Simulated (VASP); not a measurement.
# In in VASP: a series of runs

The runs below take In through single point, with PBE.

Everything below comes from runs of VASP 6.6.1. Logs are shortened: lines on timing, memory, paths and dates and some standing lists are left out, and cuts for length are marked.

**1. The slab as given**

The cell holds a slab with vacuum, 3 atoms: a = 3.335 Å, b = 3.335 Å, c = 15.509 Å, α = 90.00°, β = 90.00°, γ = 120.00°.

The slab is cut from a database's or a generator's crystal, which needn't be the stable form of the element.

**2. Single point, PBE**

INCAR reads:

```
SYSTEM = In
ALGO = Normal
DIPOL = 0.5 0.5 0.500
EDIFF = 1E-7
ENCUT = 460
GGA = PE
IDIPOL = 3
ISIF = 2
ISMEAR = 1
LASPH = .True.
LCHARG = .False.
LDIPOL = .True.
LREAL = .False.
LVACPOTAV = .True.
LVHAR = .True.
LWAVE = .False.
NBANDS = 30
NELM = 120
PREC = Accurate
SIGMA = 0.1
```

KPOINTS reads:

```
k-points
0
Gamma
  11 11 1
  0 0 0
```

POSCAR reads:

```
In
1.0
    3.3354847820      0.0000000000      0.0000000000
   -1.6677423910      2.8886145552      0.0000000000
    0.0000000000      0.0000000000     15.5091429200
In
3
Direct
    0.3333333300      0.6666666600      0.3223904780
    0.6666666700      0.3333333400      0.5000000000
    0.3333333300      0.6666666600      0.6776095220
```

Potentials or basis: VASP PAW PBE potentials, release 64 (In_d).

Launch:

```
$ cat potpaw_PBE.64/In_d/POTCAR > POTCAR
$ mpirun -np 1 vasp_std > vasp.out
```

OUTCAR:

```text
SYSTEM = In
   EDIFF = 1E-7
   ENCUT = 460
   GGA = PE
   ISIF = 2
   ISMEAR = 1
   LASPH = .True.
   LREAL = .False.
   NELM = 120
   PREC = Accurate

 Found     16 irreducible k-points:

 Following reciprocal coordinates:
            Coordinates               Weight
  0.000000  0.000000  0.000000      1.000000
  0.090909 -0.000000  0.000000      6.000000
  0.181818  0.000000  0.000000      6.000000
  0.272727  0.000000  0.000000      6.000000
  0.363636 -0.000000  0.000000      6.000000
  0.454545 -0.000000  0.000000      6.000000
   k-points           NKPTS =     16   k-points in BZ     NKDIM =     16   number of bands    NBANDS=     30
   number of dos      NEDOS =    301   number of ions     NIONS =      3
   total plane-waves  NPLWV =  62208
   dimension x,y,z NGX =    24 NGY =   24 NGZ =  108
   dimension x,y,z NGXF=    48 NGYF=   48 NGZF=  216
   ions per type =               3
   NGX,Y,Z   is equivalent  to a cutoff of  11.96, 11.96, 11.58 a.u.
   NGXF,Y,Z  is equivalent  to a cutoff of  23.92, 23.92, 23.15 a.u.
 SYSTEM =  In
   PREC   = accura    normal or accurate (medium, high low for compatibility)
   ISTART =      0    job   : 0-new  1-cont  2-samecut
   ICHARG =      2    charge: 1-file 2-atom 10-const
   ISPIN  =      1    spin polarized calculation?
   LNONCOLLINEAR =      F non collinear calculations
   LSORBIT =      F    spin-orbit coupling
   LASPH  =      T    aspherical Exc in radial PAW
   ENCUT  =  460.0 eV  33.81 Ry    5.81 a.u.   5.83  5.83 27.12*2*pi/ulx,y,z
   NELM   =    120;   NELMIN=  2; NELMDL= -5     # of ELM steps
   EDIFF  = 0.1E-06   stopping-criterion for ELM
   LREAL  =      F    real-space projection
   EDIFFG = 0.1E-05   stopping-criterion for IOM
   NSW    =      0    number of steps for IOM
   IBRION =     -1    ionic relax: 0-MD 1-quasi-New 2-CG
   NFREE  =      0    steps in history (QN), initial steepest desc. (CG)
   ISIF   =      2    stress and relaxation
   ISYM   =      2    0-nonsym 1-usesym 2-fastsym
   POTIM  = 0.5000    time-step for ionic-motion
   TEBEG  =    0.0;   TEEND  =   0.0 temperature during run
   PSTRESS=    0.0 pullay stress
   NELECT =      39.0000    total number of electrons
   NUPDOWN=      -1.0000    fix difference up-down
   EMIN   =  10.00;   EMAX   =-10.00  energy-range for DOS
   EFERMI =   0.00;   METHOD = LEGACY
   ISMEAR =     1;   SIGMA  =   0.10  broadening in eV -4-tet -1-fermi 0-gaus
   EFERMI_NEDOS =   21; number of points for ismear=-14 and -15
   IALGO  =     38    algorithm
   IMIX   =      4    mixing-type and parameters
     AMIX     =   0.40;   BMIX     =  1.00
     AMIX_MAG =   1.60;   BMIX_MAG =  1.00
  volume/ion in A,a.u.               =      49.81       336.13
  Fermi-wavevector in a.u.,A,eV,Ry     =   1.046207  1.977044 14.892242  1.094549
  Thomas-Fermi vector in A             =   2.181035
   LORBIT       =      0    0 simple, 1 ext, 2 COOP (PROOUT), +10 PAW based schemes
   GGA     = PE    functional components
   LHFCALC =     F    Hartree Fock is set to
   AEXX    =    0.0000 exact exchange contribution
   IVDW    =     0    specifies the selected vdW correction
   LEPSILON=     F    determine dielectric tensor
   LRPA    =     F    only Hartree local field effects (RPA)
 non-spin polarized calculation
 Methfessel and Paxton  Order N= 1 SIGMA  =   0.10
  energy-cutoff  :      460.00
  volume of cell :      149.43
 maximum number of plane-waves:      3364
 NGX is ok and might be reduce to    24
   NGX = 11   NGY = 11   NGZ = 55

 number of electron      38.9999984 magnetization

 dipolmoment           0.000000      0.000000     -0.000000 electrons x Angstroem

 Free energy of the ion-electron system (eV)
  ---------------------------------------------------
  ext. energy  EPLUGINS =         0.00000000
  ---------------------------------------------------
  free energy    TOTEN  =        -7.35243664 eV

  energy without entropy =       -7.35342590  energy(sigma->0) =       -7.35276639

 E-fermi :   2.1658     XC(G=0):  -6.3362

 val. band max:        2.0912947592   @ k =   0.2727   0.0909   0.0000
 cond. band min:       2.2273859543   @ k =   0.4545  -0.0000   0.0000
 fundamental gap:      0.1360911952
 Fermi energy:         2.1657847943

 k-point     1 :       0.0000    0.0000    0.0000
  band No.  band energies     occupation
      1     -12.5107      2.00000
      2     -12.4967      2.00000
      3     -12.4606      2.00000
      4     -12.4410      2.00000
      5     -12.4410      2.00000
      6     -12.4323      2.00000
[... 22 lines left out ...]
     29      12.3833      0.00000
     30      12.3833      0.00000

 k-point     2 :       0.0909   -0.0000    0.0000
  band No.  band energies     occupation
      1     -12.5024      2.00000
      2     -12.4871      2.00000
      3     -12.4583      2.00000
      4     -12.4397      2.00000
      5     -12.4353      2.00000
      6     -12.4194      2.00000
[... 22 lines left out ...]
     29      11.3854      0.00000
     30      12.4875      0.00000

 k-point     3 :       0.1818    0.0000    0.0000
  band No.  band energies     occupation
      1     -12.5185      2.00000
      2     -12.4901      2.00000
      3     -12.4503      2.00000
      4     -12.4319      2.00000
      5     -12.4255      2.00000
      6     -12.3816      2.00000
[... 22 lines left out ...]
     29      10.2924      0.00000
     30      11.3981      0.00000

 k-point     4 :       0.2727    0.0000    0.0000
  band No.  band energies     occupation
      1     -12.5583      2.00000
      2     -12.5176      2.00000
      3     -12.4731      2.00000
      4     -12.4388      2.00000
      5     -12.4208      2.00000
      6     -12.3659      2.00000
[... 22 lines left out ...]
     29      10.5667      0.00000
     30      10.8224      0.00000

 k-point     5 :       0.3636   -0.0000    0.0000
  band No.  band energies     occupation
      1     -12.5955      2.00000
      2     -12.5449      2.00000
      3     -12.4961      2.00000
      4     -12.4844      2.00000
      5     -12.4514      2.00000
      6     -12.3810      2.00000
[... 22 lines left out ...]
     29      10.0911      0.00000
     30      10.1372      0.00000

 k-point     6 :       0.4545   -0.0000    0.0000
  band No.  band energies     occupation
      1     -12.6174      2.00000
      2     -12.5596      2.00000
      3     -12.5176      2.00000
      4     -12.5089      2.00000
      5     -12.4773      2.00000
      6     -12.3909      2.00000
[... 22 lines left out ...]
     29       9.7023      0.00000
     30       9.7848      0.00000

 [... further k-points ...]

------------------------ aborting loop because EDIFF is reached ----------------------------------------

  FORCE on cell =-STRESS in cart. coord.  units (eV):
  Direction    XX          YY          ZZ          XY          YZ          ZX
  --------------------------------------------------------------------------------------
  -------------------------------------------------------------------------------------
  Total       -0.3172809     -0.3172809     -0.2522789      0.0000000     -0.0000000      0.0000000
  in kB       -3.4018737     -3.4018737     -2.7049241      0.0000000     -0.0000000      0.0000000
  external PRESSURE =      -3.1695572 kB  Pullay stress =       0.0000000 kB

 VOLUME and BASIS-vectors are now :
 -----------------------------------------------------------------------------
  energy-cutoff  :      460.00
  volume of cell :      149.43
      direct lattice vectors                 reciprocal lattice vectors
     3.335484782  0.000000000  0.000000000     0.299806495  0.173093360  0.000000000
    -1.667742391  2.888614555  0.000000000     0.000000000  0.346186721  0.000000000
     0.000000000  0.000000000 15.509142920     0.000000000  0.000000000  0.064478096

 POSITION                                       TOTAL-FORCE (eV/Angst)
 -----------------------------------------------------------------------------------
      0.00000      1.92574      5.00000         0.000000     -0.000000      0.048651
      1.66774      0.96287      7.75457        -0.000000      0.000000      0.000000
      0.00000      1.92574     10.50914         0.000000     -0.000000     -0.048651
 -----------------------------------------------------------------------------------
    total drift:                               -0.000000      0.000008      0.000000

  FREE ENERGIE OF THE ION-ELECTRON SYSTEM (eV)
  ---------------------------------------------------
  free  energy   TOTEN  =        -7.3524366357 eV

  energy  without entropy=       -7.3534259020  energy(sigma->0) =       -7.35276639

 vacuum level on the upper side and lower side of the slab         5.993         5.993
```

Run time: 46 s. Hardware: 1 thread of AMD EPYC 9R45 (Zen 5), shared host; peak memory 0.2 GiB.

The run converged, but some of its settings lie outside the range that counts as converged, so its numbers aren't taken as properties of the slab.

What came out:

* Free energy: -7.3524 eV
* Largest force: 0.049 eV/Å
* Band gap on the k mesh: none (metal or under the smearing width)
* Work function of the upper face: 3.83 eV
* Work function of the lower face: 3.83 eV

**3. Single point, PBE**

This run uses another cell than the first one, of 36.96 Å³/atom, 0.742 times its volume.

INCAR is that of step 2.

KPOINTS reads:

```
k-points
0
Gamma
  17 17 1
  0 0 0
```

POSCAR reads:

```
In
1.0
    3.3354847820      0.0000000000      0.0000000000
   -1.6677423910      2.8886145552      0.0000000000
    0.0000000000      0.0000000000     11.5091429200
In
3
Direct
    0.3333333300      0.6666666600      0.2606623291
    0.6666666700      0.3333333400      0.5000000000
    0.3333333300      0.6666666600      0.7393376709
```

Potentials or basis: VASP PAW PBE potentials, release 64 (In_d).

Launch:

```
$ cat potpaw_PBE.64/In_d/POTCAR > POTCAR
$ mpirun -np 1 vasp_std > vasp.out
```

OUTCAR:

```text
SYSTEM = In
   EDIFF = 1E-7
   ENCUT = 460
   GGA = PE
   ISIF = 2
   ISMEAR = 1
   LASPH = .True.
   LREAL = .False.
   NELM = 120
   PREC = Accurate

 Found     33 irreducible k-points:

 Following reciprocal coordinates:
            Coordinates               Weight
  0.000000  0.000000  0.000000      1.000000
  0.058824  0.000000  0.000000      6.000000
  0.117647  0.000000  0.000000      6.000000
  0.176471  0.000000  0.000000      6.000000
  0.235294  0.000000  0.000000      6.000000
  0.294118  0.000000  0.000000      6.000000
   k-points           NKPTS =     33   k-points in BZ     NKDIM =     33   number of bands    NBANDS=     30
   number of dos      NEDOS =    301   number of ions     NIONS =      3
   total plane-waves  NPLWV =  48384
   dimension x,y,z NGX =    24 NGY =   24 NGZ =   84
   dimension x,y,z NGXF=    48 NGYF=   48 NGZF=  168
   ions per type =               3
   NGX,Y,Z   is equivalent  to a cutoff of  11.96, 11.96, 12.13 a.u.
   NGXF,Y,Z  is equivalent  to a cutoff of  23.92, 23.92, 24.27 a.u.
 SYSTEM =  In
   PREC   = accura    normal or accurate (medium, high low for compatibility)
   ISTART =      0    job   : 0-new  1-cont  2-samecut
   ICHARG =      2    charge: 1-file 2-atom 10-const
[... 59 lines left out ...]

 E-fermi :   4.3096     XC(G=0):  -8.1533

 val. band max:        4.2960659014   @ k =   0.2941   0.0588   0.0000
 cond. band min:       4.3186033562   @ k =   0.3529   0.2353   0.0000
 fundamental gap:      0.0225374548
 Fermi energy:         4.3095945079

 k-point     1 :       0.0000    0.0000    0.0000
  band No.  band energies     occupation
      1     -10.3689      2.00000
      2     -10.3420      2.00000
      3     -10.3299      2.00000
      4     -10.3119      2.00000
      5     -10.3119      2.00000
      6     -10.2673      2.00000
[... 187 lines left out ...]
     29      12.6692      0.00000
     30      12.7452      0.00000

 [... further k-points ...]

------------------------ aborting loop because EDIFF is reached ----------------------------------------

  FORCE on cell =-STRESS in cart. coord.  units (eV):
  Direction    XX          YY          ZZ          XY          YZ          ZX
  --------------------------------------------------------------------------------------
  -------------------------------------------------------------------------------------
  Total       -0.3097785     -0.3097785      0.6191742      0.0000000      0.0000000      0.0000000
  in kB       -4.4757969     -4.4757969      8.9460612      0.0000000      0.0000000      0.0000000
  external PRESSURE =      -0.0018442 kB  Pullay stress =       0.0000000 kB

 VOLUME and BASIS-vectors are now :
 -----------------------------------------------------------------------------
  energy-cutoff  :      460.00
  volume of cell :      110.89
      direct lattice vectors                 reciprocal lattice vectors
     3.335484782  0.000000000  0.000000000     0.299806495  0.173093360  0.000000000
    -1.667742391  2.888614555  0.000000000     0.000000000  0.346186721  0.000000000
     0.000000000  0.000000000 11.509142920     0.000000000  0.000000000  0.086887443

 POSITION                                       TOTAL-FORCE (eV/Angst)
 -----------------------------------------------------------------------------------
      0.00000      1.92574      3.00000         0.000000     -0.000000     -0.004959
      1.66774      0.96287      5.75457         0.000000      0.000000      0.000000
      0.00000      1.92574      8.50914        -0.000000      0.000000      0.004959
 -----------------------------------------------------------------------------------
    total drift:                               -0.000000      0.000008      0.000000

  FREE ENERGIE OF THE ION-ELECTRON SYSTEM (eV)
  ---------------------------------------------------
  free  energy   TOTEN  =        -7.2767137894 eV

  energy  without entropy=       -7.2772431311  energy(sigma->0) =       -7.27689024
```

Wall time 55 s (1 thread of AMD EPYC 9R45 (Zen 5), shared host); peak memory 0.2 GiB.

The run converged, but some of its settings lie outside the range that counts as converged, so its numbers aren't taken as properties of the slab.

What came out:

```
Free energy            : -7.2767 eV
Largest force          : 0.005 eV/Å
Band gap on the k mesh : none (metal or under the smearing width)
```

**4. Single point, PBE**

Changes to INCAR since step 3:

```diff
@@ -2,3 +2,2 @@
 ALGO = Normal
-DIPOL = 0.5 0.5 0.500
 EDIFF = 1E-7
@@ -11,3 +10,2 @@
 LCHARG = .False.
-LDIPOL = .True.
 LREAL = .False.
```

KPOINTS reads:

```
k-points
0
Gamma
  14 14 1
  0 0 0
```

POSCAR reads:

```
In
1.0
    3.3354847820      0.0000000000      0.0000000000
   -1.6677423910      2.8886145552      0.0000000000
    0.0000000000      0.0000000000     15.5091429200
In
3
Direct
    0.3333333300      0.6666666600      0.3223904780
    0.6666666700      0.3333333400      0.5000000000
    0.3333333300      0.6666666600      0.6776095220
```

Launch:

```
$ cat potpaw_PBE.64/In_d/POTCAR > POTCAR
$ mpirun -np 1 vasp_std > vasp.out
```

It took 63 s on 1 thread of AMD EPYC 9R45 (Zen 5), shared host; peak memory 0.22 GiB.

These settings aren't checked as converged: the numbers below hold their error.

What came out:

* Free energy: -7.3501 eV
* Largest force: 0.102 eV/Å
* Band gap on the k mesh: none (metal or under the smearing width)

**5. Single point, PBE**

This run uses another cell than the first one, of 56.23 Å³/atom, 1.129 times its volume.

Changes to INCAR since step 4:

```diff
@@ -2,2 +2,3 @@
 ALGO = Normal
+DIPOL = 0.5 0.5 0.500
 EDIFF = 1E-7
@@ -10,2 +11,3 @@
 LCHARG = .False.
+LDIPOL = .True.
 LREAL = .False.
@@ -17,2 +19,2 @@
 PREC = Accurate
-SIGMA = 0.1
+SIGMA = 0.3
```

KPOINTS is that of step 4.

POSCAR reads:

```
In
1.0
    3.3354847820      0.0000000000      0.0000000000
   -1.6677423910      2.8886145552      0.0000000000
    0.0000000000      0.0000000000     17.5091429200
In
3
Direct
    0.3333333300      0.6666666600      0.3426781098
    0.6666666700      0.3333333400      0.5000000000
    0.3333333300      0.6666666600      0.6573218902
```

Launch:

```
$ cat potpaw_PBE.64/In_d/POTCAR > POTCAR
$ mpirun -np 1 vasp_std > vasp.out
```

Run time: 82 s. Hardware: 1 thread of AMD EPYC 9R45 (Zen 5), shared host; peak memory 0.23 GiB.

The run converged, but some of its settings lie outside the range that counts as converged, so its numbers aren't taken as properties of the slab.

Results:

```
Free energy                     : -7.3500 eV
Largest force                   : 0.062 eV/Å
Band gap on the k mesh          : none (metal or under the smearing width)
Work function of the upper face : 3.80 eV
Work function of the lower face : 3.80 eV
```

**6. Single point, PBE**

This run uses another cell than the first one, of 56.23 Å³/atom, 1.129 times its volume.

Changes to INCAR since step 5:

```diff
@@ -3,3 +3,3 @@
 DIPOL = 0.5 0.5 0.500
-EDIFF = 1E-7
+EDIFF = 1E-5
 ENCUT = 460
@@ -19,2 +19,2 @@
 PREC = Accurate
-SIGMA = 0.3
+SIGMA = 0.1
```

KPOINTS is that of step 5.

POSCAR is that of step 5.

Potentials or basis: VASP PAW PBE potentials, release 64 (In_d).

Launch:

```
$ cat potpaw_PBE.64/In_d/POTCAR > POTCAR
$ mpirun -np 1 vasp_std > vasp.out
```

It took 64 s on 1 thread of AMD EPYC 9R45 (Zen 5), shared host; peak memory 0.23 GiB.

The run converged, but some of its settings lie outside the range that counts as converged, so its numbers aren't taken as properties of the slab.

What came out:

* Free energy: -7.3513 eV
* Largest force: 0.103 eV/Å
* Band gap on the k mesh: none (metal or under the smearing width)
* Work function of the upper face: 3.80 eV
* Work function of the lower face: 3.80 eV
